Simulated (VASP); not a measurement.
# Si under changes of volume

One of the cells (20.818 Å³/atom); the others are scaled copies at fixed shape and fractional positions:

```xyz
4
Lattice="-3.3033 3.3033 1.9079 3.3033 -3.3033 1.9079 3.3033 3.3033 -1.9079" Properties=species:S:1:pos:R:3 pbc="T T T"
Si   -2.1224    2.1224    1.9079
Si    2.1224   -2.1224    1.9079
Si    2.1224    2.1224    1.9079
Si    1.1808    1.1808    0.0000
```

This isn't the form of Si at room conditions, which is diamond.

```yaml
Program: VASP 6.6.1
Functional: LDA
Potentials_or_basis: VASP PAW LDA potentials, release 64 (Si)
Cutoff: 520 eV
k_mesh: 8 × 8 × 8
Occupations: gaussian, width 0.02 eV
Spin: no spin polarisation
```

```tsv
volume (Å³/atom)	energy over the lowest point (meV/atom)	pressure (GPa)	gap on the mesh (eV)	largest force (eV/Å)
19.986	?	?	?	?
20.402	2.41	1.9	0.10	0.047
20.818	0.00	0.0	0.15	0.017
21.235	2.24	-1.7	0.15	0.011
21.651	8.65	-3.2	0.15	0.038
```

Q: What does the run at 19.986 Å³/atom give?

A: Energy over the lowest point 9.97 meV/atom; pressure 4.0 GPa; gap on the mesh 0.03 eV; largest force 0.079 eV/Å.

Worked out: A Birch-Murnaghan fit of order 2 (a polynomial in V^(-2/3)) to the other rows has its minimum at 20.82 Å³/atom with B0 = V·E''(V) = 89 GPa at fixed shape and positions, which overstates the stiffness. It gives 9.92 meV/atom at 19.986 Å³/atom, against the run's 9.97, and -dE/dV = 3.9 GPa, against 4.0.

Energies are extrapolated to zero smearing.

A mesh can miss the band edges.
